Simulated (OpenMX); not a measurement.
The system is Ge.

```
CELL_PARAMETERS angstrom
3.99759 0.00000 0.00000
-1.99879 3.46201 0.00000
0.00000 0.00000 6.59938
ATOMIC_POSITIONS crystal
Ge 0.33333 0.66667 0.93710
Ge 0.66667 0.33333 0.43710
Ge 0.33333 0.66667 0.56290
Ge 0.66667 0.33333 0.06290
```

This isn't the form of Ge at room conditions, which is diamond.

```yaml
Program: OpenMX 3.8.5
Task: single point
Functional: PBE
Potentials_or_basis: OpenMX 2013 PBE set, Ge7.0-s3p2d2, grid cutoff 300 Ry
k_mesh: 9 × 9 × 5
Occupations: fermi-dirac, width 0.05 eV
Spin: no spin polarisation
```

On this cell: pressure 4.7 GPa; largest force 0.037 eV/Å; band gap on the k mesh 0.08 eV, indirect (least direct gap 0.13 eV).

The same run follows on a disturbed copy (atoms moved at random, drawn with an rms of 0.05 Å):

```
Ge
1.0
     3.99759    0.00000    0.00000
    -1.99879    3.46201    0.00000
     0.00000    0.00000    6.59938
Ge
4
Direct
  0.32803 0.66489 0.93959
  0.67763 0.33919 0.43330
  0.34363 0.67052 0.56725
  0.67313 0.32691 0.06117
```

Q: What does the disturbed cell give?

A: The energy moves by +8.2 meV/atom; pressure 4.8 GPa; largest force 0.699 eV/Å; band gap on the k mesh 0.06 eV, indirect (least direct gap 0.07 eV).

Forces in eV/Å, atoms in the order of the input:
```
Ge   0.662 -0.154 -0.161
Ge   0.043 -0.093  0.391
Ge  -0.055  0.077 -0.378
Ge  -0.651  0.170  0.148
```

Caveats: an odd mesh through Γ misses points on the zone boundary, where band edges often lie; the basis of atomic orbitals isn't converged, which shifts pressures, moduli and gaps.
